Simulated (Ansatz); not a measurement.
Ge, before and after

The guess for Ge was made by a generator: one element on all sites of the Pr type (P3_121, No. 152). The dimensions are guesses.

start:

Space group P3_121 (No. 152). a = 3.059 Å, b = 3.059 Å, c = 15.147 Å, α = 90.00°, β = 90.00°, γ = 120.00°
```tsv
atom	site	symmetry	x	y	z
Ge	6c	1	0.9922	0.6802	0.9165
```

These are results of DFT PBE, scalar-relativistic, plane waves, PAW in Ansatz, not measurements. Cutoff 420 eV, Gaussian smearing, Γ-centred meshes. Cell and atoms relax on a converged mesh. In metals the finer mesh still leaves noise of several meV/atom or more. The steps can't lower the symmetry of their start. No spin polarisation.

end:

Space group R-3m:H (No. 166). a = 3.071 Å, b = 3.071 Å, c = 7.177 Å, α = 90.00°, β = 90.00°, γ = 120.00°
| atom | site | symmetry | x | y | z |
| --- | --- | --- | --- | --- | --- |
| Ge | 3b | -3m | 0.3333 | 0.6667 | 0.1667 |

The symmetry goes from P3_121 (No. 152) to R-3m (No. 166), and the primitive cell from 6 to 1 atom. The volume per atom shrinks by 4.5 %, from 20.5 to 19.5 Å³. The shortest distance goes from 3.02 Å (Ge–Ge) to 2.98 Å (Ge–Ge). The end is written in a standard setting, so origin, axes and order of atoms can differ from the start's.

| Quantity | Value |
| --- | --- |
| Volume per atom | 19.54 Å³ |
| Density | 6.17 g/cm³ |
| Energy over the standard state | +0.33 eV/atom |
| Gap on the 12×12×4 mesh of the 6-atom cell | 0 eV (a metal) |

Energies count from the standard state of Ge at the same level. So it is a metastable form at best.

The last run used Gaussian smearing of 0.10 eV. The end has P3_221 (No. 154) at a tolerance of 0.01 Å; the cell shown is made exact in the group found at 0.05 Å. Symmetry constrained the relaxation, so the result can be a saddle point. In all, the 2 runs took 7.7 min on 1 thread of Intel(R) Xeon(R) Processor @ 2.50GHz (Skylake/Cascade Lake) (shared host). Another cell of Ge relaxed alike, in R-3m, lies 65 meV/atom lower, so this cell isn't the stable form at this level.
